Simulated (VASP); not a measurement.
## AlFe: relaxation of cell and atoms with PBE+D3(BJ)

AlFe:

```
CELL_PARAMETERS angstrom
2.84000 0.00000 0.00000
0.00000 2.84000 0.00000
0.00000 0.00000 2.84000
ATOMIC_POSITIONS crystal
Fe 0.00000 0.00000 0.00000
Al 0.50000 0.50000 0.50000
```

The cell was built by a generator and needn't be a form met in nature.

```yaml
Program: VASP 6.6.1
Task: relaxation of cell and atoms
Functional: PBE
Dispersion: D3(BJ)
Potentials_or_basis: VASP PAW PBE potentials, release 64 (Fe, Al)
Cutoff: 600 eV
k_mesh: 14 × 14 × 14
Occupations: methfessel-paxton, width 0.1 eV
Spin: no spin polarisation
Further_INCAR_settings: ALGO = Fast; EDIFF = 1e-06; IBRION = 2; EDIFFG = -0.005; NSW = 60; ISIF = 3
```

* Relaxed volume: 11.43 Å³/atom
* Relaxed cell: a = 2.838 Å, b = 2.838 Å, c = 2.838 Å, α = 90.00°, β = 90.00°, γ = 90.00°
* Space group after relaxing (to 0.05 Å): Pm-3m (No. 221)
* Energy gained by relaxing: 0.0 meV/atom
* Ionic steps: 2
* Pressure after relaxing: 0.0 GPa
* Band gap on the k mesh: none (metal or under the smearing width)
* Dispersion energy per atom: -0.418 eV

Final structure:
```yaml
crystal:
  lattice:
    - [2.83831, 0.00000, 0.00000]
    - [0.00000, 2.83831, 0.00000]
    - [0.00000, 0.00000, 2.83831]
  atoms:
    - { symbol: Fe, position: [0.00000, 0.00000, 0.00000] }
    - { symbol: Al, position: [0.50000, 0.50000, 0.50000] }
```

Levels at points of the mesh, in eV from the Fermi level:
```
           k point  band 2  band 3  band 4  band 5  band 6  band 7  band 8  band 9
(0.00, 0.00, 0.00)   -2.31   -2.31    0.19    0.19    0.19    6.76    6.76    6.76
(0.50, 0.00, 0.00)   -5.99   -1.61   -0.86   -0.86    0.32    1.38    8.89   11.50
(0.50, 0.50, 0.00)   -2.33   -2.00   -2.00   -0.61   -0.61    0.92    3.74    4.72
(0.50, 0.50, 0.50)   -3.40   -3.40    0.96    0.96    3.20    3.20    3.20    4.76
```

It took 16 s on 1 thread of Intel(R) Xeon(R) 6975P-C (Granite Rapids) (shared host), peak memory 0.17 GiB.

Caveat: pairwise dispersion overbinds metals, which lowers pressure and volume. Spin polarisation is off, so any magnetic state and its effect on volume and gap are missing.
